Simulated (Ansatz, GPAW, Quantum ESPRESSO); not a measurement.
## Nb: programs and potentials compared

```xyz
1
Lattice="-1.6640 1.6640 1.6640 1.6640 -1.6640 1.6640 1.6640 1.6640 -1.6640" Properties=species:S:1:pos:R:3 pbc="T T T"
Nb    0.0000    0.0000    0.0000
```

Alike in all runs: task band structure; functional PBEsol; k mesh 11 × 11 × 11; occupations fermi-dirac, width 0.05 eV; no spin polarisation; no spin-orbit coupling. Pressure is positive in compression and, in plane waves, holds the error of the finite cutoff, which Ansatz's Pulay term estimates and takes out.

```
                               program and potentials  plane-wave cutoff (eV)                                                                                   notes  pressure (GPa)
                                   Ansatz, Ansatz PAW                     420  potentials made for PBE, which Ansatz adapts in part; Pulay term of +0.02 GPa included           -7.79
       Ansatz, all-electron LAPW, scalar-relativistic                       -                                                                                       -           -7.80
Quantum ESPRESSO, PseudoDojo 0.4.1 SR PBEsol standard                    1116                                                                                       -           -7.61
    GPAW, PAW data sets generated for this functional                     600                                                                                       -           -8.45
```

The pressure spans -8.45 (GPAW, PAW data sets generated for this functional) to -7.61 GPa (Quantum ESPRESSO, PseudoDojo 0.4.1 SR PBEsol standard), with all-electron results at -7.80.

Differences between rows come from potentials, basis sets and numerical settings, since the functional is the same but for its coding. Runs on potential files found faulty are left out.
